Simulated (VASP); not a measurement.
Wanted: the native input for a VASP 6.6.1 run.

```yaml
Task: relaxation of shape and atoms at fixed volume
Functional: PBE
Dispersion: D3(BJ)
Potentials_or_basis: VASP PAW PBE potentials, release 64 (Si)
Cutoff: 600 eV
k_mesh: 12 × 12 × 6
Occupations: gaussian, width 0.03 eV
Spin: no spin polarisation
Further_INCAR_settings: ALGO = Normal; EDIFF = 1e-07; IBRION = 2; EDIFFG = -0.01; NSW = 40; ISIF = 4
```

The structure of Si lies in POSCAR:

```
Si                                      
1.0
    2.6316821336      0.0000000000      0.0000000000
   -1.3158410668      2.2791035825     -0.0000000000
    0.0000000000      0.0000000000      4.4271123882
  Si            
     2
Direct
     0.3333333300000021    0.6666666699999979    0.2500000000000000
     0.6666666699999979    0.3333333300000021    0.7500000000000000
```

This isn't the form of Si at room conditions, which is diamond.

The cell isn't the ideal one: a relaxed cell with its volume scaled by 0.98.

One way to write it, as run:

INCAR

```
PREC = Accurate
ENCUT = 600
EDIFF = 1E-7
ISMEAR = 0
SIGMA = 0.03
LREAL = False
LASPH = True
NELM = 80
ALGO = Normal
ISIF = 4
LWAVE = False
LCHARG = False
GGA = PE
IVDW = 12
IBRION = 2
NSW = 40
EDIFFG = -0.01
```

KPOINTS

```
regular mesh
0
Gamma
  12 12 6
```

Potentials or basis: VASP PAW PBE potentials, release 64 (Si).

Run with:

```bash
$ cat potpaw_PBE.64/Si/POTCAR > POTCAR
$ mpirun -np 1 vasp_std > vasp.out
```

It gave:

```yaml
Pressure_after_relaxing: 2.3 GPa
Band_gap_on_the_k_mesh: none (metal or under the smearing width)
Dispersion_energy_per_atom: -0.468 eV
```

Caveat: the relaxation stopped at its first step, so nothing moved; pairwise dispersion overbinds metals, which lowers pressure and volume.

Run time: 5.5 s on 1 thread of Intel(R) Xeon(R) 6975P-C (Granite Rapids), on a shared host, peak memory 0.15 GiB.
